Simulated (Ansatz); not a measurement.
The crystal is HfS2 (1T monolayer).

The cell holds 3 atoms: 1 Hf and 2 S. Its edges and angles: a = 3.656 Å, b = 3.656 Å, c = 29.000 Å, α = 90.0°, β = 90.0°, γ = 120.0°. Vacuum lies along c.

```xyz
3
Lattice="3.6556 0.0000 0.0000 -1.8278 3.1659 0.0000 0.0000 0.0000 29.0000" Properties=species:S:1:pos:R:3
Hf    0.0000    0.0000   14.5000
S     0.0000    2.1106   15.9442
S     1.8278    1.0553   13.0558
```

The structure was relaxed with PBE. The runs that relaxed it are not among those shown. Spin-orbit coupling is left out unless a run names it. PAW set soft_2, made with PBE.

Gaps computed with Ansatz 0.2.0 without a self-energy: PBE 1.32 eV and PBE0 2.85 eV.

Q: Estimate the G0W0@PBE gap with 6×6×1 mesh, 879 empty bands, screening to 110 eV, default PAW files.

About 2.57 eV: on its mesh the run moves the gap from 1.32 eV by +1.26 eV. Among the scalar-relativistic levels given, PBE0 is nearest (+0.28 eV). Bands and cutoff are finite, so the gap is not at the basis limit. The miss can reach some tenths of an eV and take either sign; the mesh is an error of its own. The mesh in the plane is coarse for a sheet; gap and any exciton binding can still move on denser ones. The many-body steps are scalar-relativistic: spin-orbit coupling is not in them.

[Paths, hosts, dates, memory and timing lines, banners, echoed tables and standing remarks are left out of the program output.]

[Logs are printed without paths, hosts, clocks, repeated set-up lines and the standing remarks that a program may print on its own settings, such as how far it seeks lower states.]

[Runs of the session that timed out or met a known fault of the program may be left out.]

[Cells called generated may have been cut or substituted from an entry of the Crystallography Open Database or the Materials Project.]

[Hosts, paths, dates, database ids (printed as entryN), source tags and the programs' standing remarks are cut or masked in the printed files.]
